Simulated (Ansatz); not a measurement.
**SnO$_{2}$: a sublattice moved along a line**

These are results of DFT r2SCAN, scalar-relativistic, plane waves, PAW in Ansatz, not measurements. Settings: plane waves to 500 eV, k-mesh 6×6×8 (Γ-centred), Gaussian smearing 0.05 eV. No spin polarisation. Energies are free energies at this smearing, counted from the undisturbed cell; pressure is positive in compression.

Reference structure (relaxed at this level):

```
Sn O
1.0
     4.75982    0.00000    0.00000
     0.00000    4.76006    0.00000
     0.00000    0.00000    3.20071
Sn O
2 4
Cartesian
  2.3799 2.3800 1.6004
  0.0000 0.0000 0.0000
  1.4558 1.4564 0.0000
  3.8358 0.9237 1.6004
  0.9241 3.8364 1.6004
  3.3040 3.3037 0.0000
```

Every Sn atom is moved by x along the Cartesian unit vector (0.707, -0.707, 0.000); the cell and all other atoms stay fixed.

```tsv
x (Å)	ΔE (meV/cell)	force along x on the moved atoms (eV/Å)	pressure (GPa)	gap on the mesh (eV)
-0.5000	5605.7	31.05	34.9	2.10
-0.2500	1032.9	9.16	7.5	1.84
0.0000	0.0	0.00	0.0	1.77
0.1250	237.8	-3.91	1.8	1.78
0.2500	1032.9	-9.16	7.5	1.84
0.3750	2650.6	-17.40	18.0	1.95
```

By symmetry 0.5000 repeats -0.5000, -0.3750 repeats 0.3750 in energy, with the opposite slope along the path.